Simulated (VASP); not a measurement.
# MoP (P-6m2) in VASP: further runs

One crystal, MoP, is run at these levels: PBE+D3(BJ), LDA; tasks: relaxation of cell and atoms.

All numbers are computed with VASP 6.6.1; they aren't measurements. Logs are shortened: lines on timing, memory, paths and dates and some standing lists are left out, and cuts for length are marked.

## 1. The crystal as given

Symmetry: P-6m2, No. 187, hexagonal system. The conventional cell has a = 3.223 Å, b = 3.223 Å, c = 3.191 Å, α = 90.00°, β = 90.00°, γ = 120.00°. Around Mo (site symmetry -6m2) lie 6 P at 2.45 Å. P (site symmetry -6m2) has 6 Mo at 2.45 Å as nearest neighbours.

## 2. Relaxation of cell and atoms, PBE+D3(BJ)

Contents of INCAR:

```
PREC     = Accurate       # precision mode
ENCUT    = 600            # plane-wave cutoff, eV
EDIFF    = 1E-6           # SCF threshold, eV
ISMEAR   = 1              # smearing method
SIGMA    = 0.1            # smearing width, eV
LREAL    = False          # projectors in reciprocal space
LASPH    = True           # aspherical terms in the spheres
NELM     = 80             # most SCF steps
ALGO     = Normal         # electronic algorithm
ISIF     = 3              # what is computed and relaxed
LWAVE    = False          # write WAVECAR
LCHARG   = False          # write CHGCAR
GGA      = PE             # functional
IVDW     = 12             # dispersion correction
IBRION   = 2              # ionic algorithm
NSW      = 90             # ionic steps
EDIFFG   = -0.01          # ionic threshold
```

Contents of KPOINTS:

```
regular mesh
0
Gamma
  15 15 11
```

Contents of POSCAR:

```
MoP
1.0
    3.2230000000      0.0000000000      0.0000000000
   -1.6115000000      2.7911998764      0.0000000000
    0.0000000000      0.0000000000      3.1910000000
Mo P
1 1
Direct
    0.0000000000      0.0000000000      0.0000000000
    0.3333333333      0.6666666667      0.5000000000
```

Potentials or basis: VASP PAW PBE potentials, release 64 (Mo_sv, P).

Run with:

```sh
$ cat potpaw_PBE.64/Mo_sv/POTCAR potpaw_PBE.64/P/POTCAR > POTCAR
$ mpirun -np 1 vasp_std > vasp.out
```

OUTCAR:

```text
PREC = Accurate
   ENCUT = 600
   EDIFF = 1E-6
   ISMEAR = 1
   LREAL = False
   LASPH = True
   NELM = 80
   ISIF = 3
   GGA = PE
   IVDW = 12
   IBRION = 2
   NSW = 90
   EDIFFG = -0.01
 IVDW          = 12

 ion  position               nearest neighbor table
   1  0.000  0.000  0.000-   2 2.45   2 2.45   2 2.45   2 2.45   2 2.45   2 2.45
   2  0.333  0.667  0.500-   1 2.45   1 2.45   1 2.45   1 2.45   1 2.45   1 2.45

  LATTYP: Found a hexagonal cell.
 ALAT       =     3.2230000000
 C/A-ratio  =     0.9900713621

  Lattice vectors:

 A1 = (   3.2230000000,   0.0000000000,   0.0000000000)
 A2 = (  -1.6115000000,   2.7911998764,   0.0000000000)
 A3 = (   0.0000000000,   0.0000000000,   3.1910000000)

Analysis of symmetry for initial positions (statically):
=====================================================================
 Subroutine PRICEL returns:
 Original cell was already a primitive cell.

 Routine SETGRP: Setting up the symmetry group for a
 hexagonal supercell.

 Subroutine GETGRP returns: Found 12 space group operations
 (whereof 12 operations were pure point group operations)
 out of a pool of 24 trial point group operations.

The static configuration has the point symmetry D_3h.

Analysis of symmetry for dynamics (positions and initial velocities):
=====================================================================
 Subroutine PRICEL returns:
 Original cell was already a primitive cell.

 Routine SETGRP: Setting up the symmetry group for a
 hexagonal supercell.

 Subroutine GETGRP returns: Found 12 space group operations
 (whereof 12 operations were pure point group operations)
 out of a pool of 24 trial point group operations.

The dynamic configuration has the point symmetry D_3h.

 Subroutine INISYM returns: Found 12 space group operations
 (whereof 12 operations are pure point group operations),
 and found     1 'primitive' translations

----------------------------------------------------------------------------------------

                                     Primitive cell

  volume of cell :      28.7064

  direct lattice vectors                    reciprocal lattice vectors
     3.223000000  0.000000000  0.000000000     0.310269935  0.179134430  0.000000000
    -1.611500000  2.791199876  0.000000000     0.000000000  0.358268861  0.000000000
     0.000000000  0.000000000  3.191000000     0.000000000  0.000000000  0.313381385

  length of vectors
     3.223000000  3.223000000  3.191000000     0.358268861  0.358268861  0.313381385

  position of ions in fractional coordinates (direct lattice)
     0.000000000  0.000000000  0.000000000
     0.333333333  0.666666667  0.500000000

  ion indices of the primitive-cell ions
   primitive index   ion index
                 1           1
                 2           2

----------------------------------------------------------------------------------------

 KPOINTS: regular mesh

Automatic generation of k-mesh.
 Grid dimensions read from file:
 generate k-points for:   15   15   11

 Generating k-lattice:

  Cartesian coordinates                     Fractional coordinates (reciprocal lattice)
     0.020684662  0.011942295  0.000000000     0.066666667  0.000000000  0.000000000
     0.000000000  0.023884591  0.000000000     0.000000000  0.066666667  0.000000000
     0.000000000  0.000000000  0.028489217     0.000000000  0.000000000  0.090909091

  Length of vectors
     0.023884591  0.023884591  0.028489217

  Shift w.r.t. Gamma in fractional coordinates (k-lattice)
     0.000000000  0.000000000  0.000000000

 Subroutine IBZKPT returns following result:
 ===========================================

 Found    162 irreducible k-points:

 Following reciprocal coordinates:
            Coordinates               Weight
  0.000000  0.000000  0.000000      1.000000
  0.066667  0.000000  0.000000      6.000000
  0.133333  0.000000  0.000000      6.000000
  0.200000  0.000000  0.000000      6.000000
  0.266667  0.000000  0.000000      6.000000
  0.333333  0.000000  0.000000      6.000000
[... 16 lines left out ...]
  0.333333  0.200000  0.000000     12.000000
  0.400000  0.200000  0.000000      6.000000
 [... further k-points ...]
   k-points           NKPTS =    162   k-points in BZ     NKDIM =    162   number of bands    NBANDS=     13
   number of dos      NEDOS =    301   number of ions     NIONS =      2
   total plane-waves  NPLWV =  21952
   dimension x,y,z NGX =    28 NGY =   28 NGZ =   28
   dimension x,y,z NGXF=    56 NGYF=   56 NGZF=   56
   ions per type =               1   1
   NGX,Y,Z   is equivalent  to a cutoff of  14.44, 14.44, 14.59 a.u.
   NGXF,Y,Z  is equivalent  to a cutoff of  28.89, 28.89, 29.18 a.u.
 SYSTEM =  unknown system
   PREC   = accura    normal or accurate (medium, high low for compatibility)
   ISTART =      0    job   : 0-new  1-cont  2-samecut
   ICHARG =      2    charge: 1-file 2-atom 10-const
   ISPIN  =      1    spin polarized calculation?
   LNONCOLLINEAR =      F non collinear calculations
   LSORBIT =      F    spin-orbit coupling
   LASPH  =      T    aspherical Exc in radial PAW
   ENCUT  =  600.0 eV  44.10 Ry    6.64 a.u.   6.44  6.44  6.37*2*pi/ulx,y,z
   NELM   =     80;   NELMIN=  2; NELMDL= -5     # of ELM steps
   EDIFF  = 0.1E-05   stopping-criterion for ELM
   LREAL  =      F    real-space projection
   EDIFFG = -.1E-01   stopping-criterion for IOM
   NSW    =     90    number of steps for IOM
   IBRION =      2    ionic relax: 0-MD 1-quasi-New 2-CG
   NFREE  =      1    steps in history (QN), initial steepest desc. (CG)
   ISIF   =      3    stress and relaxation
   ISYM   =      2    0-nonsym 1-usesym 2-fastsym
   POTIM  = 0.5000    time-step for ionic-motion
   TEBEG  =    0.0;   TEEND  =   0.0 temperature during run
   PSTRESS=    0.0 pullay stress
   NELECT =      19.0000    total number of electrons
   NUPDOWN=      -1.0000    fix difference up-down
   EMIN   =  10.00;   EMAX   =-10.00  energy-range for DOS
   EFERMI =   0.00;   METHOD = LEGACY
   ISMEAR =     1;   SIGMA  =   0.10  broadening in eV -4-tet -1-fermi 0-gaus
   EFERMI_NEDOS =   21; number of points for ismear=-14 and -15
   IALGO  =     38    algorithm
   IMIX   =      4    mixing-type and parameters
     AMIX     =   0.40;   BMIX     =  1.00
     AMIX_MAG =   1.60;   BMIX_MAG =  1.00
  volume/ion in A,a.u.               =      14.35        96.86
  Fermi-wavevector in a.u.,A,eV,Ry     =   1.426702  2.696076 27.694378  2.035479
  Thomas-Fermi vector in A             =   2.546951
   LORBIT       =      0    0 simple, 1 ext, 2 COOP (PROOUT), +10 PAW based schemes
   GGA     = PE    functional components
   LHFCALC =     F    Hartree Fock is set to
   AEXX    =    0.0000 exact exchange contribution
   IVDW    =    12    specifies the selected vdW correction
   LEPSILON=     F    determine dielectric tensor
   LRPA    =     F    only Hartree local field effects (RPA)
 conjugate gradient relaxation of ions
 non-spin polarized calculation
 Methfessel and Paxton  Order N= 1 SIGMA  =   0.10
  energy-cutoff  :      600.00
  volume of cell :       28.71
 maximum number of plane-waves:       975
 NGX is ok and might be reduce to    28
   NGX = 13   NGY = 13   NGZ = 13

--------------------------------------- Ionic step        1  -------------------------------------------

 number of electron      18.9999999 magnetization

 Free energy of the ion-electron system (eV)
  ---------------------------------------------------
  ext. energy  EPLUGINS =         0.00000000
  ---------------------------------------------------
  free energy    TOTEN  =       -17.66359330 eV

  energy without entropy =      -17.66306758  energy(sigma->0) =      -17.66341806

------------------------ aborting loop because EDIFF is reached ----------------------------------------

 Edisp (eV)   -1.25798

 E8    (eV) :    -0.5409

  FORCE on cell =-STRESS in cart. coord.  units (eV):
  Direction    XX          YY          ZZ          XY          YZ          ZX
  --------------------------------------------------------------------------------------
  -------------------------------------------------------------------------------------
  Total      -0.76845    -0.76845    -0.89422     0.00000    -0.00000     0.00000
  in kB     -42.88905   -42.88905   -49.90888     0.00000    -0.00000     0.00000
  external pressure =      -45.23 kB  Pullay stress =        0.00 kB
[... 141 lines left out ...]
  energy  without entropy=      -18.9289993906  energy(sigma->0) =      -18.92934046

--------------------------------------- Ionic step        5  -------------------------------------------

 number of electron      19.0000000 magnetization

 Free energy of the ion-electron system (eV)
  ---------------------------------------------------
  ext. energy  EPLUGINS =         0.00000000
  ---------------------------------------------------
  free energy    TOTEN  =       -17.64546166 eV

  energy without entropy =      -17.64492526  energy(sigma->0) =      -17.64528286

 E-fermi :  12.2670     XC(G=0): -12.7014

 val. band max:       12.2626301241   @ k =   0.4000   0.0000   0.0909
 cond. band min:      12.2729390955   @ k =   0.1333   0.0667   0.0000
 fundamental gap:      0.0103089714
 Fermi energy:        12.2669997510

 k-point     1 :       0.0000    0.0000    0.0000
  band No.  band energies     occupation
      1     -48.9401      2.00000
      2     -23.1015      2.00000
      3     -22.8834      2.00000
      4     -22.8834      2.00000
      5      -1.8335      2.00000
      6       7.9314      2.00000
      7       8.8709      2.00000
      8       8.8709      2.00000
      9      11.5228      2.00000
     10      12.5210     -0.00193
     11      12.5210     -0.00193
     12      16.4607      0.00000
     13      16.4607      0.00000
[... 353 lines left out ...]
 k-point    24 :       0.4000    0.2000    0.0000
  band No.  band energies     occupation
      1     -48.9010      2.00000
      2     -23.2118      2.00000
      3     -23.0490      2.00000
      4     -23.0469      2.00000
      5       1.1465      2.00000
      6       5.2414      2.00000
      7       7.5545      2.00000
      8       8.3292      2.00000
      9      10.9965      2.00000
     10      11.4468      2.00000
     11      13.1406     -0.00000
     12      13.9621     -0.00000
     13      18.4386      0.00000

 [... further k-points ...]

------------------------ aborting loop because EDIFF is reached ----------------------------------------

 Edisp (eV)   -1.28417

 E8    (eV) :    -0.5522

  FORCE on cell =-STRESS in cart. coord.  units (eV):
  Direction    XX          YY          ZZ          XY          YZ          ZX
  --------------------------------------------------------------------------------------
  -------------------------------------------------------------------------------------
  Total       0.00626     0.00626     0.00681    -0.00000     0.00000     0.00000
  in kB       0.35637     0.35637     0.38764    -0.00000     0.00000     0.00000
  external pressure =        0.37 kB  Pullay stress =        0.00 kB
[... 17 lines left out ...]
  FREE ENERGIE OF THE ION-ELECTRON SYSTEM (eV)
  ---------------------------------------------------
  free  energy   TOTEN  =       -18.9296268111 eV

  energy  without entropy=      -18.9290904125  energy(sigma->0) =      -18.92944801

 reached required accuracy - stopping structural energy minimisation
```

Run time: 2.3 min. Hardware: 1 thread of Intel Xeon Platinum 8488C (Sapphire Rapids), shared host; peak memory 0.24 GiB.

What came out:

```yaml
Free_energy: -18.9296 eV
Relaxed_volume: 14.07 Å³/atom
Relaxed_cell: a = 3.200 Å, b = 3.200 Å, c = 3.173 Å, α = 90.00°, β = 90.00°, γ = 120.00°
Space_group_after_relaxing_to_0.05_Å: P-6m2 (No. 187)
Energy_gained_by_relaxing: 4.0 meV/atom
Ionic_steps: 5
Pressure_after_relaxing: 0.0 GPa
Band_gap_on_the_k_mesh: none (metal or under the smearing width)
Dispersion_energy_per_atom: -0.642 eV
```

Step by step:
```csv
step,energy change (eV),largest force (eV/Å),pressure (GPa),volume (Å³)
1,0.0000,0.0000,-4.52,28.71
2,0.0275,0.0000,10.56,27.06
3,-0.0079,0.0000,-0.09,28.16
4,-0.0079,0.0000,0.00,28.15
5,-0.0081,0.0000,0.04,28.14
```

Final structure:
```
CELL_PARAMETERS angstrom
3.19971 0.00000 0.00000
-1.59986 2.77103 0.00000
0.00000 0.00000 3.17338
ATOMIC_POSITIONS crystal
Mo 0.00000 0.00000 0.00000
P 0.33333 0.66667 0.50000
```

Caveat: pairwise dispersion overbinds metals, which lowers pressure and volume.

## 3. Relaxation of cell and atoms, PBE+D3(BJ)

This run uses another cell than the first one, of 14.07 Å³/atom, 0.980 times its volume.

INCAR: that of step 2 with these lines changed.

```diff
@@ -2,3 +2,3 @@
 ENCUT    = 600            # plane-wave cutoff, eV
-EDIFF    = 1E-6           # SCF threshold, eV
+EDIFF    = 1E-7           # SCF threshold, eV
 ISMEAR   = 1              # smearing method
@@ -16,2 +16,2 @@
 NSW      = 90             # ionic steps
-EDIFFG   = -0.01          # ionic threshold
+EDIFFG   = -0.005         # ionic threshold
```

KPOINTS is that of step 2.

Contents of POSCAR:

```
MoP                                     
1.0
    3.1997117528      0.0000000000     -0.0000000000
   -1.5998558764      2.7710316627      0.0000000000
   -0.0000000000     -0.0000000000      3.1733825802
  Mo              P             
     1     1
Direct
     0.0000000000000000    1.0000000000000000    0.0000000000000000
     0.3333333332999970    0.6666666667000030    0.5000000000000000
```

Potentials or basis: VASP PAW PBE potentials, release 64 (Mo_sv, P).

Run with:

```sh
$ cat potpaw_PBE.64/Mo_sv/POTCAR potpaw_PBE.64/P/POTCAR > POTCAR
$ mpirun -np 1 vasp_std > vasp.out
```

It took 55 s on 1 thread of Intel Xeon Platinum 8488C (Sapphire Rapids), shared host; peak memory 0.22 GiB.

Results (log left out):

- Free energy: -18.9292 eV
- Pressure after relaxing: 0.0 GPa
- Band gap on the k mesh: none (metal or under the smearing width)
- Dispersion energy per atom: -0.642 eV

Final structure:
```
CELL_PARAMETERS angstrom
3.19971 0.00000 0.00000
-1.59986 2.77103 0.00000
0.00000 0.00000 3.17338
ATOMIC_POSITIONS crystal
Mo 0.00000 0.00000 0.00000
P 0.33333 0.66667 0.50000
```

Levels at points of the mesh, in eV from the Fermi level:
| k point | band 8 | band 9 | band 10 | band 11 | band 12 | band 13 |
| --- | --- | --- | --- | --- | --- | --- |
| (0.00, 0.00, 0.00) | -3.40 | -0.74 | 0.25 | 0.25 | 4.19 | 4.19 |

Caveat: the relaxation stopped at its first step, so nothing moved; pairwise dispersion overbinds metals, which lowers pressure and volume.

## 4. Relaxation of cell and atoms, LDA

Contents of INCAR:

```
SYSTEM = MoP
PREC     = Accurate       ! precision mode
ENCUT    = 600            ! plane-wave cutoff, eV
EDIFF    = 1E-6           ! SCF threshold, eV
ISMEAR   = 1              ! smearing method
SIGMA    = 0.1            ! smearing width, eV
LREAL    = .FALSE.        ! projectors in reciprocal space
LASPH    = .TRUE.         ! aspherical terms in the spheres
NELM     = 80             ! most SCF steps
ALGO     = Normal         ! electronic algorithm
ISIF     = 3              ! what is computed and relaxed
LWAVE    = .FALSE.        ! write WAVECAR
LCHARG   = .FALSE.        ! write CHGCAR
GGA      = CA             ! functional
IBRION   = 2              ! ionic algorithm
NSW      = 90             ! ionic steps
EDIFFG   = -0.01          ! ionic threshold
```

Contents of KPOINTS:

```
Automatic mesh
0
G
  15 15 11
  0 0 0
```

Contents of POSCAR:

```
MoP
1.0
    3.2230000000      0.0000000000      0.0000000000
   -1.6115000000      2.7911998764      0.0000000000
    0.0000000000      0.0000000000      3.1910000000
Mo P
1 1
Direct
    0.0000000000      0.0000000000      0.0000000000
    0.3333333333      0.6666666667      0.5000000000
```

Potentials or basis: VASP PAW LDA potentials, release 64 (Mo_sv, P).

Run with:

```sh
$ cat potpaw_LDA.64/Mo_sv/POTCAR potpaw_LDA.64/P/POTCAR > POTCAR
$ mpirun -np 1 vasp_std > vasp.out
```

Wall time 3.3 min (1 thread of Intel Xeon Platinum 8488C (Sapphire Rapids), shared host); peak memory 0.21 GiB.

It converged, with:

```yaml
Free_energy: -19.7193 eV
Relaxed_volume: 13.95 Å³/atom
Relaxed_cell: a = 3.194 Å, b = 3.194 Å, c = 3.158 Å, α = 90.00°, β = 90.00°, γ = 120.00°
Space_group_after_relaxing_to_0.05_Å: P-6m2 (No. 187)
Energy_gained_by_relaxing: 8.7 meV/atom
Ionic_steps: 8
Pressure_after_relaxing: 0.1 GPa
Band_gap_on_the_k_mesh: none (metal or under the smearing width)
```

Step by step:
```tsv
step	energy change (eV)	largest force (eV/Å)	pressure (GPa)	volume (Å³)
1	0.0000	0.0000	-6.71	28.71
2	0.0699	0.0000	17.52	26.28
3	-0.0174	0.0000	-0.19	27.93
4	-0.0174	0.0000	-0.06	27.92
5	-0.0174	0.0000	0.08	27.90
6	-0.0174	0.0000	-0.18	27.92
7	-0.0174	0.0000	-0.10	27.92
8	-0.0174	0.0000	0.07	27.90
```

Final structure:
```cif
data_structure
_symmetry_space_group_name_H-M 'P 1'
_symmetry_Int_Tables_number 1
_cell_length_a 3.1939
_cell_length_b 3.1939
_cell_length_c 3.1577
_cell_angle_alpha 90.000
_cell_angle_beta 90.000
_cell_angle_gamma 120.000
_cell_volume 27.90
loop_
_atom_site_label
_atom_site_type_symbol
_atom_site_fract_x
_atom_site_fract_y
_atom_site_fract_z
_atom_site_occupancy
Mo1 Mo 0.00000 0.00000 0.00000 1
P1 P 0.33333 0.66667 0.50000 1
```

Levels at points of the mesh, in eV from the Fermi level:
```tsv
k point	band 7	band 8	band 9	band 10	band 11	band 12	band 13
(0.00, 0.00, 0.00)	-3.44	-3.44	-0.67	0.27	0.27	4.23	4.23
```

LDA usually gives volumes a few per cent too small. Zero-point motion and thermal expansion aren't in these numbers.
